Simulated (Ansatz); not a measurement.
# VO2: the cost of one run

Computed with Ansatz 0.2.0, driven from Python. Level of theory: DFT PBE, plane waves, PAW.

The COD entry's cell or inner coordinates are ideal or old and differ from later refinements, so a difference from it is no clean test against experiment.

### Step 1. Starting point

The structure is tetragonal, space group P4_2/mnm (No. 136). The conventional cell has a = 4.530 Å, b = 4.530 Å, c = 2.869 Å, α = 90.00°, β = 90.00°, γ = 90.00°. Around V (site symmetry mmm) lie 6 O at 1.90 to 1.95 Å. O (site symmetry m2m) has 3 V at 1.90 to 1.95 Å as nearest neighbours.

The script holds or builds the structure itself.

### Step 2. Script

vo2_smear.py reads:

```python
"""How the energy of VO2 depends on the smearing."""

import ansatz as az
import numpy as np
import pandas as pd

vectors = np.array([
    [4.53, 0.0, 0.0],
    [0.0, 4.53, 0.0],
    [0.0, 0.0, 2.869],
])
structure = (
    az.Lattice.of(vectors)
    .atom("V", (0.0, 0.0, 0.0))
    .atom("V", (0.5, 0.5, 0.5))
    .atom("O", (0.305, 0.305, 0.0))
    .atom("O", (0.195, 0.805, 0.5))
    .atom("O", (0.695, 0.695, 0.0))
    .atom("O", (0.805, 0.195, 0.5))
    .moments(V=1.5)
)

calc = (
    structure.calculation()
    .functional("PBE")
    .kpoints(mesh=(5, 5, 8))
    .spin("collinear")
)

rows = []
for value in [0.25, 0.15, 0.1, 0.05, 0.025]:
    report = calc.occupations("fermi_dirac", width=value).run(threads=1).report
    rows.append((value, report["free_energy_ev"] / len(report["lattice"]["sites"]), report["n_iterations"], report["magnetization_mub"], report["n_kpoints"]))

table = pd.DataFrame(rows, columns=["width (eV)", "F/atom (eV)", "iterations", "moment (muB)", "k-points"])
print(table.round(5).to_string(index=False))

# differences from the last row
for row in rows[:-1]:
    shift = 1000 * (row[1] - rows[-1][1])
    print(f"{row[0]}: {shift:+.2f} meV/atom" + ("  (within 1 meV)" if abs(shift) < 1 else ""))
```

### Step 3. What the engine is handed

The package turns the script's settings into the engine's input (first run):

```yaml
crystal:
  lattice:
    - [4.53, 0.0, 0.0]
    - [0.0, 4.53, 0.0]
    - [0.0, 0.0, 2.869]
  atoms:
    - { symbol: V, position: [0.0, 0.0, 0.0] }
    - { symbol: V, position: [0.5, 0.5, 0.5] }
    - { symbol: O, position: [0.305, 0.305, 0.0] }
    - { symbol: O, position: [0.195, 0.805, 0.5] }
    - { symbol: O, position: [0.695, 0.695, 0.0] }
    - { symbol: O, position: [0.805, 0.195, 0.5] }
kpoints:
  mp_grid:
    grid: [5, 5, 8]
hamiltonian:
  xc: pbe
magnetization:
  spin_polarized: true
  per_species:
    V: 1.5
scf:
  occupations:
    method: fermi_dirac
    width: 0.25
```

### Step 4. The run

On the command line:

```
$ python vo2_smear.py
```

**Question.** How long does this script take on 1 thread of Arm Neoverse V2, shared host, and how much memory does it need?

About 36 s, with a peak of 0.5 GiB.
